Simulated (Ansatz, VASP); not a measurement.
## Zn: VASP beside Ansatz

File INCAR:

```
ALGO = Normal
EDIFF = 1E-6
ENCUT = 520
GGA = PE
ISIF = 2
ISMEAR = -1
LASPH = T
LCHARG = F
LREAL = F
LWAVE = F
NBANDS = 19
NELM = 60
PREC = Accurate
SIGMA = 0.05
```

The input KPOINTS:

```
k-points
0
Gamma
  16 16 9
```

POSCAR

```
Zn
1.0
    2.5929592875      0.0000000000      0.0000000000
   -1.2964796437      2.2455686139      0.0000000000
    0.0000000000      0.0000000000      4.6586743027
Zn
2
Direct
    0.3333333333      0.6666666667      0.2500000000
    0.6666666667      0.3333333333      0.7500000000
```

Input for Ansatz:

```yaml
crystal:
  lattice:
    - [2.5929592875, 0.0, 0.0]
    - [-1.2964796437, 2.2455686139, 0.0]
    - [0.0, 0.0, 4.6586743027]
  atoms:
    - { symbol: Zn, position: [0.3333333333, 0.6666666667, 0.25] }
    - { symbol: Zn, position: [0.6666666667, 0.3333333333, 0.75] }
kpoints:
  mp_grid: { grid: [16, 16, 9] }
scf:
  occupations: { method: fermi_dirac, width: 0.05 }
hamiltonian:
  xc: pbe
  pseudopotentials: { kind: all_electron, lapw: { basis_error: 0.001 } }
output:
  forces: true
  stress: true
  eigenvalues: true
  populations: true
```

Change from the starting cell: volume scaled by 0.9, LAPW.

Alike in both runs: task single point; functional PBE; k mesh 16 × 16 × 9; occupations fermi-dirac, width 0.05 eV; no spin polarisation.

```csv
,VASP,Ansatz
version,VASP 6.6.1,Ansatz 0.2.0
potentials or method,"VASP PAW PBE potentials, release 64 (Zn)","all-electron LAPW, scalar-relativistic"
plane-wave cutoff (eV),520,see its input
```

VASP gave:

| Item | Value |
| --- | --- |
| pressure (GPa) | 10.5 |
| largest component of the traceless stress (GPa) | 0.09 |

Estimate Ansatz's values.

pressure (GPa): 10.0; largest component of the traceless stress (GPa): 0.05.

Ansatz ran all-electron here, so the differences hold the error of VASP's frozen core and of both bases.
